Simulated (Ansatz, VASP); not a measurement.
**One calculation of Ag, two programs**

The input run.py:

```python
from ase import Atoms
from ase.calculators.vasp import Vasp
from ase.dft.bandgap import bandgap

atoms = Atoms(
    ['Ag'],
    cell=[[0.0, 2.04275, 2.04275], [2.04275, 0.0, 2.04275], [2.04275, 2.04275, 0.0]],
    scaled_positions=[[0.0, 0.0, 0.0]],
    pbc=True,
)
calc = Vasp(
    directory='calc',
    xc='pbe',
    pp='PBE',
    setups='recommended',
    prec='Accurate',
    encut=520,
    ediff=1e-06,
    ismear=0,
    sigma=0.05,
    lreal=False,
    lasph=True,
    nelm=60,
    algo='Normal',
    isif=2,
    lwave=False,
    lcharg=False,
    kpts=[11, 11, 11],
    gamma=True,
)
atoms.calc = calc

print('energy (eV):', atoms.get_potential_energy())
print('free energy (eV):', atoms.get_potential_energy(force_consistent=True))
print('forces (eV/A):')
print(atoms.get_forces())
print('stress (eV/A^3, Voigt):', atoms.get_stress())
print('Fermi level (eV):', calc.get_fermi_level())
gap, top, bottom = bandgap(calc)
print('band gap (eV):', gap, 'from (spin, k, band)', top, 'to', bottom)
```

The input input.yaml:

```yaml
crystal:
  lattice:
    - [0.0, 2.04275, 2.04275]
    - [2.04275, 0.0, 2.04275]
    - [2.04275, 2.04275, 0.0]
  atoms:
    - { symbol: Ag, position: [0.0, 0.0, 0.0] }
hamiltonian:
  xc: pbe
  pseudopotentials: { kind: paw }
kpoints:
  mp_grid: { grid: [11, 11, 11] }
scf:
  occupations: { method: gaussian, width: 0.05 }
output:
  forces: true
  stress: true
  eigenvalues: true
```

Alike in both runs: task single point; functional PBE; k mesh 11 × 11 × 11; occupations gaussian, width 0.05 eV; no spin polarisation.

```csv
,VASP,Ansatz
version,VASP 6.6.1,Ansatz 0.2.0
potentials or method,"VASP PAW PBE potentials, release 64 (Ag)",Ansatz PAW
plane-wave cutoff (eV),520,420
valence electrons in the cell,11,19
```

Ansatz gave:

| Quantity | Value |
| --- | --- |
| gap on the k mesh at the Fermi level (eV) | none |
| pressure (GPa) | 4.3 |

Task: Which values does VASP return?

Result: gap on the k mesh at the Fermi level (eV): none; pressure (GPa): 4.1.

A gap of «none» marks a metal or a gap that the smearing closes. With one functional, cell and mesh, what is left measures potentials, basis and numerics. The two sets of potentials don't hold the same shells in valence.
